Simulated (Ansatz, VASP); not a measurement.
## One calculation of LiF, two programs

```xyz
2
Lattice="0.0000 2.1147 1.9133 2.1147 0.0000 1.9133 2.1147 2.1147 0.0000" Properties=species:S:1:pos:R:3 pbc="T T T"
Li    0.0000    0.0000    0.0000
F     2.1147    2.1147    1.9133
```

Change from the starting cell: strain +0.050 along x and y, -0.050 along z, atoms carried along.

Alike in both runs: task single point; functional PBE; k mesh 10 × 10 × 10; occupations gaussian, width 0.05 eV; no spin polarisation.

```csv
,VASP,Ansatz
version,VASP 6.6.1,Ansatz 0.2.0
potentials or method,"VASP PAW PBE potentials, release 64 (Li_sv, F)","scalar-relativistic, plane waves, PAW"
plane-wave cutoff (eV),520,420
valence electrons in the cell,10,10
```

|  | VASP | Ansatz | Ansatz less VASP |
| --- | --- | --- | --- |
| gap on the k mesh at the Fermi level (eV) | 8.58 | 8.58 | +0.002 |
| least direct gap on the mesh (eV) | 8.58 | 8.58 | +0.002 |

 A k mesh can miss the band edges.
